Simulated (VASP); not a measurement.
The system is TePb.

```
Te Pb
1.0
     0.00000    3.23100    3.23100
     3.23100    0.00000    3.23100
     3.23100    3.23100    0.00000
Te Pb
1 1
Direct
  0.50000 0.50000 0.50000
  0.00000 0.00000 0.00000
```

```yaml
Program: VASP 6.6.1
Task: relaxation of cell and atoms
Functional: PBE
Potentials_or_basis: VASP PAW PBE potentials, release 64 (Te, Pb_d)
Cutoff: 600 eV
k_mesh: 8 × 8 × 8
Occupations: gaussian, width 0.03 eV
Spin: no spin polarisation
```

At the start: pressure 2.1 GPa; volume 33.73 Å³/atom.

Question: How do energy, volume and symmetry change on relaxing?

Answer: Over 3 steps the energy falls by 10.7 meV/atom and the volume is 35.42 Å³/atom (+5.0 %); space group Fm-3m (No. 225, to 0.05 Å).

Step by step:
```
step  energy change (eV)  largest force (eV/Å)  pressure (GPa)  volume (Å³)
   1              0.0000                0.0000            2.10        67.46
   2             -0.0196                0.0000           -0.55        71.87
   3             -0.0214                0.0000            0.00        70.84
```

Final structure:
```cif
data_structure
_symmetry_space_group_name_H-M 'P 1'
_symmetry_Int_Tables_number 1
_cell_length_a 4.6444
_cell_length_b 4.6444
_cell_length_c 4.6444
_cell_angle_alpha 60.000
_cell_angle_beta 60.000
_cell_angle_gamma 60.000
_cell_volume 70.84
loop_
_atom_site_label
_atom_site_type_symbol
_atom_site_fract_x
_atom_site_fract_y
_atom_site_fract_z
_atom_site_occupancy
Te1 Te 0.50000 0.50000 0.50000 1
Pb1 Pb 0.00000 0.00000 0.00000 1
```
